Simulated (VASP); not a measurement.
# Ga (C2/c) in VASP: further runs

The runs below take Ga through single point, with PBE.

All numbers are computed with VASP 6.6.1; they aren't measurements. Logs are shortened: lines on timing, memory, paths and dates and some standing lists are left out, and cuts for length are marked.

### 1 Starting point

The structure is monoclinic, space group C2/c (No. 15). Conventional cell: a = 2.766 Å, b = 8.053 Å, c = 3.332 Å, α = 90.00°, β = 92.02°, γ = 90.00°. Ga (site symmetry 2) is surrounded by 8 Ga at 2.69 to 2.92 Å.

This isn't the form of Ga at room conditions, which is orthorhombic.

### 2 Single point, PBE

Contents of INCAR:

```
PREC = Accurate
ENCUT = 400
EDIFF = 1E-6
ISMEAR = 0
SIGMA = 0.15
LREAL = False
LASPH = True
NELM = 100
ALGO = Normal
ISIF = 2
LWAVE = False
LCHARG = False
GGA = PE
NBANDS = 20
ADDGRID = False
```

Contents of KPOINTS:

```
regular mesh
0
Gamma
  7 7 6
```

Contents of POSCAR:

```
Ga
1.0
    1.3830000000     -4.0265000000      0.0000000000
    1.3830000000      4.0265000000      0.0000000000
   -0.1174474948      0.0000000000      3.3299294416
Ga
2
Direct
    0.0863460000      0.8268100000      0.7848140000
    0.8777350000      0.1376800000      0.2531650000
```

Potentials or basis: VASP PAW PBE potentials, release 64 (Ga_d).

Launch:

```bash
$ cat potpaw_PBE.64/Ga_d/POTCAR > POTCAR
$ mpirun -np 1 vasp_std > vasp.out
```

OUTCAR:

```text
PREC = Accurate
   ENCUT = 400
   EDIFF = 1E-6
   ISMEAR = 0
   LREAL = False
   LASPH = True
   NELM = 100
   ISIF = 2
   GGA = PE

 Found    148 irreducible k-points:

 Following reciprocal coordinates:
            Coordinates               Weight
  0.000000  0.000000  0.000000      1.000000
  0.142857  0.000000  0.000000      2.000000
 -0.000000 -0.142857  0.000000      2.000000
  0.285714 -0.000000  0.000000      2.000000
  0.000000 -0.285714  0.000000      2.000000
  0.428571 -0.000000 -0.000000      2.000000
   k-points           NKPTS =    148   k-points in BZ     NKDIM =    148   number of bands    NBANDS=     20
   number of dos      NEDOS =    301   number of ions     NIONS =      2
   total plane-waves  NPLWV =  18816
   dimension x,y,z NGX =    28 NGY =   28 NGZ =   24
   dimension x,y,z NGXF=    56 NGYF=   56 NGZF=   48
   ions per type =               2
   NGX,Y,Z   is equivalent  to a cutoff of  10.93, 10.93, 11.97 a.u.
   NGXF,Y,Z  is equivalent  to a cutoff of  21.87, 21.87, 23.95 a.u.
 SYSTEM =  unknown system
   PREC   = accura    normal or accurate (medium, high low for compatibility)
   ISTART =      0    job   : 0-new  1-cont  2-samecut
   ICHARG =      2    charge: 1-file 2-atom 10-const
   ISPIN  =      1    spin polarized calculation?
   LNONCOLLINEAR =      F non collinear calculations
   LSORBIT =      F    spin-orbit coupling
   LASPH  =      T    aspherical Exc in radial PAW
   ENCUT  =  400.0 eV  29.40 Ry    5.42 a.u.   6.94  6.94  5.43*2*pi/ulx,y,z
   NELM   =    100;   NELMIN=  2; NELMDL= -5     # of ELM steps
   EDIFF  = 0.1E-05   stopping-criterion for ELM
[... 8 lines left out ...]
   TEBEG  =    0.0;   TEEND  =   0.0 temperature during run
   PSTRESS=    0.0 pullay stress
   NELECT =      26.0000    total number of electrons
   NUPDOWN=      -1.0000    fix difference up-down
   EMIN   =  10.00;   EMAX   =-10.00  energy-range for DOS
   EFERMI =   0.00;   METHOD = LEGACY
   ISMEAR =     0;   SIGMA  =   0.15  broadening in eV -4-tet -1-fermi 0-gaus
   EFERMI_NEDOS =   21; number of points for ismear=-14 and -15
   IALGO  =     38    algorithm
   IMIX   =      4    mixing-type and parameters
     AMIX     =   0.40;   BMIX     =  1.00
     AMIX_MAG =   1.60;   BMIX_MAG =  1.00
  volume/ion in A,a.u.               =      18.54       125.14
  Fermi-wavevector in a.u.,A,eV,Ry     =   1.454323  2.748273 28.777089  2.115056
  Thomas-Fermi vector in A             =   2.571487
   LORBIT       =      0    0 simple, 1 ext, 2 COOP (PROOUT), +10 PAW based schemes
   GGA     = PE    functional components
   LHFCALC =     F    Hartree Fock is set to
   AEXX    =    0.0000 exact exchange contribution
   IVDW    =     0    specifies the selected vdW correction
   LEPSILON=     F    determine dielectric tensor
   LRPA    =     F    only Hartree local field effects (RPA)
 non-spin polarized calculation
 Gauss-broadening in eV      SIGMA  =   0.15
  energy-cutoff  :      400.00
  volume of cell :       37.09
 maximum number of plane-waves:       685
   NGX = 13   NGY = 13   NGZ = 11

 number of electron      25.9999983 magnetization

 Free energy of the ion-electron system (eV)
  ---------------------------------------------------
  ext. energy  EPLUGINS =         0.00000000
  ---------------------------------------------------
  free energy    TOTEN  =        -5.71815958 eV

  energy without entropy =       -5.70719338  energy(sigma->0) =       -5.71267648

 E-fermi :   5.6743     XC(G=0): -11.0552

 val. band max:        5.6602265638   @ k =   0.2857  -0.0000   0.1667
 cond. band min:       5.7000909923   @ k =  -0.1429   0.4286   0.1667
 fundamental gap:      0.0398644285
 Fermi energy:         5.6743293975

 k-point     1 :       0.0000    0.0000    0.0000
  band No.  band energies     occupation
      1      -9.5234      2.00000
      2      -9.4967      2.00000
      3      -9.4584      2.00000
      4      -9.4366      2.00000
      5      -9.1801      2.00000
      6      -9.1594      2.00000
[... 12 lines left out ...]
     19      16.5351      0.00000
     20      18.7171      0.00000

 k-point     2 :       0.1429    0.0000    0.0000
  band No.  band energies     occupation
      1      -9.5068      2.00000
      2      -9.4694      2.00000
      3      -9.4227      2.00000
      4      -9.3650      2.00000
      5      -9.2092      2.00000
      6      -9.2024      2.00000
[... 12 lines left out ...]
     19      16.8006      0.00000
     20      20.0260      0.00000

 k-point     3 :      -0.0000   -0.1429    0.0000
  band No.  band energies     occupation
      1      -9.4998      2.00000
      2      -9.4643      2.00000
      3      -9.4172      2.00000
      4      -9.3662      2.00000
      5      -9.2102      2.00000
      6      -9.1967      2.00000
[... 12 lines left out ...]
     19      16.8785      0.00000
     20      20.0630      0.00000

 k-point     4 :       0.2857   -0.0000    0.0000
  band No.  band energies     occupation
      1      -9.4808      2.00000
      2      -9.4252      2.00000
      3      -9.3597      2.00000
      4      -9.3247      2.00000
      5      -9.2891      2.00000
      6      -9.1918      2.00000
[... 12 lines left out ...]
     19      17.1421      0.00000
     20      19.6688      0.00000

 k-point     5 :       0.0000   -0.2857    0.0000
  band No.  band energies     occupation
      1      -9.4517      2.00000
      2      -9.4061      2.00000
      3      -9.3424      2.00000
      4      -9.2984      2.00000
      5      -9.2692      2.00000
      6      -9.2111      2.00000
[... 12 lines left out ...]
     19      17.2173      0.00000
     20      19.5839      0.00000

 k-point     6 :       0.4286   -0.0000   -0.0000
  band No.  band energies     occupation
      1      -9.4680      2.00000
      2      -9.4276      2.00000
      3      -9.3768      2.00000
      4      -9.3491      2.00000
      5      -9.3349      2.00000
      6      -9.2153      2.00000
[... 12 lines left out ...]
     19      15.9986      0.00000
     20      17.6917      0.00000

 [... further k-points ...]

------------------------ aborting loop because EDIFF is reached ----------------------------------------

  FORCE on cell =-STRESS in cart. coord.  units (eV):
  Direction    XX          YY          ZZ          XY          YZ          ZX
  --------------------------------------------------------------------------------------
  -------------------------------------------------------------------------------------
  Total        0.2610779      0.8696451      0.3105178      0.0800495      0.1825678     -0.0937987
  in kB       11.2788758     37.5696999     13.4147390      3.4582313      7.8871475     -4.0522170
  external PRESSURE =      20.7544382 kB  Pullay stress =       0.0000000 kB

 VOLUME and BASIS-vectors are now :
 -----------------------------------------------------------------------------
  energy-cutoff  :      400.00
  volume of cell :       37.09
      direct lattice vectors                 reciprocal lattice vectors
     1.383000000 -4.026500000  0.000000000     0.361532899 -0.124177325  0.012751361
     1.383000000  4.026500000  0.000000000     0.361532899  0.124177325  0.012751361
    -0.117447495  0.000000000  3.329929442     0.000000000  0.000000000  0.300306663

 POSITION                                       TOTAL-FORCE (eV/Angst)
 -----------------------------------------------------------------------------------
      1.17072      2.98148      2.61338         0.005191     -0.228468     -0.222340
      1.37459     -2.97983      0.84302        -0.005191      0.228468      0.222340
 -----------------------------------------------------------------------------------
    total drift:                               -0.000002      0.000020     -0.000020

  FREE ENERGIE OF THE ION-ELECTRON SYSTEM (eV)
  ---------------------------------------------------
  free  energy   TOTEN  =        -5.7181595821 eV

  energy  without entropy=       -5.7071933799  energy(sigma->0) =       -5.71267648
```

It took 53 s on 1 thread of Intel Xeon Platinum 8259CL at 2.50GHz (Skylake/Cascade Lake), shared host; peak memory 0.19 GiB.

The run converged, but some of its settings lie outside the range that counts as converged, so its numbers aren't taken as properties of the crystal.

Results:

```yaml
Free_energy: -5.7182 eV
Pressure: 2.1 GPa
Largest_force: 0.319 eV/Å
Band_gap_on_the_k_mesh: none (metal or under the smearing width)
```

### 3 Single point, PBE

INCAR: that of step 2 with these lines changed.

```diff
@@ -1,3 +1,3 @@
 PREC = Accurate
-ENCUT = 400
+ENCUT = 450
 EDIFF = 1E-6
```

KPOINTS is that of step 2.

Contents of POSCAR:

```
Ga
1.0
    1.3830000000     -4.0265000000      0.0000000000
    1.3830000000      4.0265000000      0.0000000000
   -0.1174474948      0.0000000000      3.3299294416
Ga
2
Direct
    0.1310000000      0.8690000000      0.7500000000
    0.8690000000      0.1310000000      0.2500000000
```

Potentials or basis: VASP PAW PBE potentials, release 64 (Ga_d).

Launch:

```bash
$ cat potpaw_PBE.64/Ga_d/POTCAR > POTCAR
$ mpirun -np 1 vasp_std > vasp.out
```

OUTCAR:

```text
PREC = Accurate
   ENCUT = 450
   EDIFF = 1E-6
   ISMEAR = 0
   LREAL = False
   LASPH = True
   NELM = 100
   ISIF = 2
   GGA = PE

 Found     88 irreducible k-points:

 Following reciprocal coordinates:
            Coordinates               Weight
  0.000000  0.000000  0.000000      1.000000
  0.142857  0.000000  0.000000      4.000000
  0.285714 -0.000000  0.000000      4.000000
  0.428571 -0.000000 -0.000000      4.000000
  0.142857  0.142857  0.000000      2.000000
  0.285714  0.142857 -0.000000      4.000000
   k-points           NKPTS =     88   k-points in BZ     NKDIM =     88   number of bands    NBANDS=     20
   number of dos      NEDOS =    301   number of ions     NIONS =      2
   total plane-waves  NPLWV =  21600
   dimension x,y,z NGX =    30 NGY =   30 NGZ =   24
   dimension x,y,z NGXF=    60 NGYF=   60 NGZF=   48
   ions per type =               2
   NGX,Y,Z   is equivalent  to a cutoff of  11.71, 11.71, 11.97 a.u.
   NGXF,Y,Z  is equivalent  to a cutoff of  23.43, 23.43, 23.95 a.u.
 SYSTEM =  unknown system
   PREC   = accura    normal or accurate (medium, high low for compatibility)
   ISTART =      0    job   : 0-new  1-cont  2-samecut
   ICHARG =      2    charge: 1-file 2-atom 10-const
   ISPIN  =      1    spin polarized calculation?
   LNONCOLLINEAR =      F non collinear calculations
   LSORBIT =      F    spin-orbit coupling
[... 53 lines left out ...]
 E-fermi :   5.6819     XC(G=0): -11.0573

 val. band max:        5.6654459148   @ k =   0.2857   0.1429   0.5000
 cond. band min:       5.7047899384   @ k =  -0.1429   0.4286   0.1667
 fundamental gap:      0.0393440237
 Fermi energy:         5.6818636806

 k-point     1 :       0.0000    0.0000    0.0000
  band No.  band energies     occupation
      1      -9.5001      2.00000
      2      -9.4931      2.00000
      3      -9.4578      2.00000
      4      -9.4319      2.00000
      5      -9.1599      2.00000
      6      -9.1575      2.00000
[... 127 lines left out ...]
     19      17.0196      0.00000
     20      18.0505      0.00000

 [... further k-points ...]

------------------------ aborting loop because EDIFF is reached ----------------------------------------

  FORCE on cell =-STRESS in cart. coord.  units (eV):
  Direction    XX          YY          ZZ          XY          YZ          ZX
  --------------------------------------------------------------------------------------
  -------------------------------------------------------------------------------------
  Total        0.3244349      0.8064256      0.3238516      0.0000000      0.0000000     -0.0977762
  in kB       14.0159725     34.8385439     13.9907719      0.0000000      0.0000000     -4.2240481
  external PRESSURE =      20.9484294 kB  Pullay stress =       0.0000000 kB

 VOLUME and BASIS-vectors are now :
 -----------------------------------------------------------------------------
  energy-cutoff  :      450.00
  volume of cell :       37.09
      direct lattice vectors                 reciprocal lattice vectors
     1.383000000 -4.026500000  0.000000000     0.361532899 -0.124177325  0.012751361
     1.383000000  4.026500000  0.000000000     0.361532899  0.124177325  0.012751361
    -0.117447495  0.000000000  3.329929442     0.000000000  0.000000000  0.300306663

 POSITION                                       TOTAL-FORCE (eV/Angst)
 -----------------------------------------------------------------------------------
      1.29491      2.97156      2.49745        -0.000000     -0.143672     -0.000000
      1.35364     -2.97156      0.83248         0.000000      0.143672      0.000000
 -----------------------------------------------------------------------------------
    total drift:                                0.000000      0.000000     -0.000000

  FREE ENERGIE OF THE ION-ELECTRON SYSTEM (eV)
  ---------------------------------------------------
  free  energy   TOTEN  =        -5.7349541285 eV

  energy  without entropy=       -5.7243591698  energy(sigma->0) =       -5.72965665
```

OSZICAR:

```text
N       E                     dE             d eps       ncg     rms          rms(c)
DAV:   1     0.124380320612E+03    0.12438E+03   -0.12239E+04  3760   0.227E+03
DAV:   2     0.479574394686E+01   -0.11958E+03   -0.11665E+03  3620   0.358E+02
DAV:   3    -0.563116555630E+01   -0.10427E+02   -0.10370E+02  3944   0.889E+01
DAV:   4    -0.578485249401E+01   -0.15369E+00   -0.15360E+00  4004   0.120E+01
DAV:   5    -0.578743707999E+01   -0.25846E-02   -0.25845E-02  4052   0.152E+00    0.141E+00
DAV:   6    -0.574386343500E+01    0.43574E-01   -0.88047E-02  4772   0.487E+00    0.726E-01
DAV:   7    -0.573582591365E+01    0.80375E-02   -0.17696E-02  5024   0.181E+00    0.202E-01
DAV:   8    -0.573493766875E+01    0.88824E-03   -0.22665E-03  3856   0.648E-01    0.195E-02
DAV:   9    -0.573495305102E+01   -0.15382E-04   -0.11355E-04  4024   0.105E-01    0.801E-03
DAV:  10    -0.573495416796E+01   -0.11169E-05   -0.80403E-06  3868   0.316E-02    0.244E-03
DAV:  11    -0.573495412848E+01    0.39481E-07   -0.10087E-06  2456   0.125E-02
   1 F= -.57349541E+01 E0= -.57296566E+01  d E =-.105950E-01
```

It took 42 s on 1 thread of Intel Xeon Platinum 8259CL at 2.50GHz (Skylake/Cascade Lake), shared host; peak memory 0.18 GiB.

The run converged, but some of its settings lie outside the range that counts as converged, so its numbers aren't taken as properties of the crystal.

What came out:

```
Free energy            : -5.7350 eV
Pressure               : 2.1 GPa
Largest force          : 0.144 eV/Å
Band gap on the k mesh : none (metal or under the smearing width)
```

### 4 Single point, PBE

INCAR is that of step 3.

KPOINTS is that of step 3.

Contents of POSCAR:

```
Ga
1.0
    1.3830000000     -4.0265000000      0.0000000000
    1.3830000000      4.0265000000      0.0000000000
   -0.1174474948      0.0000000000      3.3299294416
Ga
2
Direct
    0.0863460000      0.8268100000      0.7848140000
    0.8777350000      0.1376800000      0.2531650000
```

Potentials or basis: VASP PAW PBE potentials, release 64 (Ga_d).

Launch:

```bash
$ cat potpaw_PBE.64/Ga_d/POTCAR > POTCAR
$ mpirun -np 1 vasp_std > vasp.out
```

OUTCAR:

```text
PREC = Accurate
   ENCUT = 450
   EDIFF = 1E-6
   ISMEAR = 0
   LREAL = False
   LASPH = True
   NELM = 100
   ISIF = 2
   GGA = PE

 Found    148 irreducible k-points:

 Following reciprocal coordinates:
            Coordinates               Weight
  0.000000  0.000000  0.000000      1.000000
  0.142857  0.000000  0.000000      2.000000
 -0.000000 -0.142857  0.000000      2.000000
  0.285714 -0.000000  0.000000      2.000000
  0.000000 -0.285714  0.000000      2.000000
[... 217 lines left out ...]

  FORCE on cell =-STRESS in cart. coord.  units (eV):
  Direction    XX          YY          ZZ          XY          YZ          ZX
  --------------------------------------------------------------------------------------
  -------------------------------------------------------------------------------------
  Total        0.3252741      0.9335444      0.3752024      0.0800176      0.1825596     -0.0937434
  in kB       14.0522289     40.3302236     16.2091891      3.4568543      7.8867894     -4.0498259
  external PRESSURE =      23.5305472 kB  Pullay stress =       0.0000000 kB

 VOLUME and BASIS-vectors are now :
 -----------------------------------------------------------------------------
  energy-cutoff  :      450.00
  volume of cell :       37.09
      direct lattice vectors                 reciprocal lattice vectors
     1.383000000 -4.026500000  0.000000000     0.361532899 -0.124177325  0.012751361
     1.383000000  4.026500000  0.000000000     0.361532899  0.124177325  0.012751361
    -0.117447495  0.000000000  3.329929442     0.000000000  0.000000000  0.300306663

 POSITION                                       TOTAL-FORCE (eV/Angst)
 -----------------------------------------------------------------------------------
      1.17072      2.98148      2.61338         0.005165     -0.228605     -0.222807
      1.37459     -2.97983      0.84302        -0.005165      0.228605      0.222807
 -----------------------------------------------------------------------------------
    total drift:                               -0.000011      0.000020     -0.000000

  FREE ENERGIE OF THE ION-ELECTRON SYSTEM (eV)
  ---------------------------------------------------
  free  energy   TOTEN  =        -5.7192387789 eV

  energy  without entropy=       -5.7082705209  energy(sigma->0) =       -5.71375465
```

OSZICAR:

```text
N       E                     dE             d eps       ncg     rms          rms(c)
DAV:   1     0.123065828020E+03    0.12307E+03   -0.12196E+04  6276   0.227E+03
DAV:   2     0.469150407308E+01   -0.11837E+03   -0.11556E+03  6132   0.358E+02
DAV:   3    -0.561898514887E+01   -0.10310E+02   -0.10261E+02  6648   0.886E+01
DAV:   4    -0.576980131957E+01   -0.15082E+00   -0.15070E+00  6864   0.120E+01
DAV:   5    -0.577233214180E+01   -0.25308E-02   -0.25307E-02  6656   0.151E+00    0.142E+00
DAV:   6    -0.572830306059E+01    0.44029E-01   -0.88408E-02  8028   0.489E+00    0.735E-01
DAV:   7    -0.572009673837E+01    0.82063E-02   -0.18565E-02  8504   0.185E+00    0.202E-01
DAV:   8    -0.571922344005E+01    0.87330E-03   -0.24394E-03  6460   0.666E-01    0.214E-02
DAV:   9    -0.571923761817E+01   -0.14178E-04   -0.14379E-04  6724   0.118E-01    0.834E-03
DAV:  10    -0.571923874287E+01   -0.11247E-05   -0.10436E-05  6576   0.364E-02    0.306E-03
DAV:  11    -0.571923877888E+01   -0.36015E-07   -0.13368E-06  4320   0.148E-02
   1 F= -.57192388E+01 E0= -.57137546E+01  d E =-.109683E-01
```

Wall time 94 s (1 thread of Intel Xeon Platinum 8259CL at 2.50GHz (Skylake/Cascade Lake), shared host); peak memory 0.2 GiB.

The run converged, but some of its settings lie outside the range that counts as converged, so its numbers aren't taken as properties of the crystal.

What came out:

```
Free energy            : -5.7192 eV
Pressure               : 2.4 GPa
Largest force          : 0.319 eV/Å
Band gap on the k mesh : none (metal or under the smearing width)
```

### 5 Single point, PBE

INCAR: that of step 4 with these lines changed.

```diff
@@ -1,3 +1,3 @@
 PREC = Accurate
-ENCUT = 450
+ENCUT = 700
 EDIFF = 1E-6
```

Contents of KPOINTS:

```
regular mesh
0
Gamma
  6 6 5
```

Contents of POSCAR:

```
Ga
1.0
    1.3830000000     -4.0265000000      0.0000000000
    1.3830000000      4.0265000000      0.0000000000
   -0.1174474948      0.0000000000      3.3299294416
Ga
2
Direct
    0.1310000000      0.8690000000      0.7500000000
    0.8690000000      0.1310000000      0.2500000000
```

Launch:

```bash
$ cat potpaw_PBE.64/Ga_d/POTCAR > POTCAR
$ mpirun -np 1 vasp_std > vasp.out
```

Run time: 58 s. Hardware: 1 thread of Intel Xeon Platinum 8259CL at 2.50GHz (Skylake/Cascade Lake), shared host; peak memory 0.23 GiB.

The run converged, but some of its settings lie outside the range that counts as converged, so its numbers aren't taken as properties of the crystal.

What came out:

| Quantity | Value |
| --- | --- |
| Free energy | -5.7360 eV |
| Pressure | 1.9 GPa |
| Largest force | 0.179 eV/Å |
| Band gap on the k mesh | none (metal or under the smearing width) |

Caveat: the k mesh is coarse (spacing up to 0.40 Å⁻¹), so the values aren't converged.

### 6 The reference run

An earlier run on the cell as given: functional PBE; potentials or basis VASP PAW PBE potentials, release 64 (Ga_d); cutoff 520 eV; k mesh 10 × 10 × 8; occupations fermi-dirac, width 0.05 eV; no spin polarisation.

- Pressure: 1.8 GPa
- Largest force: 0.203 eV/Å
- Band gap on the k mesh: none (metal or under the smearing width)
